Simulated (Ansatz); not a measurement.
**Point defect: H interstitial in GaN**

Level of theory: Ansatz 0.2.0, DFT PBE, scalar-relativistic, plane waves, PAW. Run with 420 eV cutoff, 2×2×2 k-mesh, shifted by half a step, Gaussian smearing of 0.01 eV, collinear spin in charge 0 alone.

Host crystal, relaxed:

```
CELL_PARAMETERS angstrom
3.21837 0.00000 0.00000
-1.60919 2.78719 0.00000
0.00000 0.00000 5.24317
ATOMIC_POSITIONS crystal
Ga 0.66667 0.33333 0.49913
Ga 0.33333 0.66667 0.99913
N 0.66667 0.33333 0.87587
N 0.33333 0.66667 0.37587
```

Supercell of 36 atoms, rows in host cell vectors: 1 2 -1; 1 -1 -1; -2 -1 -1. Atoms relax at the host's cell from a start displaced at random by 0.06 Å near the defect, so other minima may exist. The cell is small, so energies carry finite-size errors of tenths of an eV. The host's Kohn–Sham gap is 1.71 eV. Atoms are taken from and returned to the elements' standard states. Charged cells are corrected for image charges with the computed static dielectric tensor (mean 10.9) and aligned with the host's potential at far atoms (alignment terms reach 0.09 eV; the program doubts the alignment in some charges, where it is up to 0.03 eV). No band-filling term is added, and the Fermi level counts from the host's valence band top.

Defect: H interstitial at (0.000, 0.000, 0.208) of the host cell.

(1) What is the formation energy of the neutral defect?

(2) Does the neutral defect carry a moment, and how do its surroundings relax?

(3) Charges +1, 0, -1 were computed. Which is stable where in the gap?

Results:

(1) 2.82 eV.

(2) It changes the cell's moment by 1.00 μB. The nearest neighbours before are 3 N at 2.06 Å, 3 Ga at 2.16 Å, 3 Ga at 2.40 Å; after relaxation the atoms near the site are 1 Ga at 2.02 Å, 2 Ga at 2.03 Å, 3 N at 2.20 Å, 3 N at 2.42 Å; the largest move is 0.25 Å.

(3) Among the charges computed the stable one is +1 at the valence band top and stays so across the gap. Other sites of the defect weren't tried. Levels between neighbouring charges: (+1/0) 2.64 eV, (0/-1) 1.29 eV.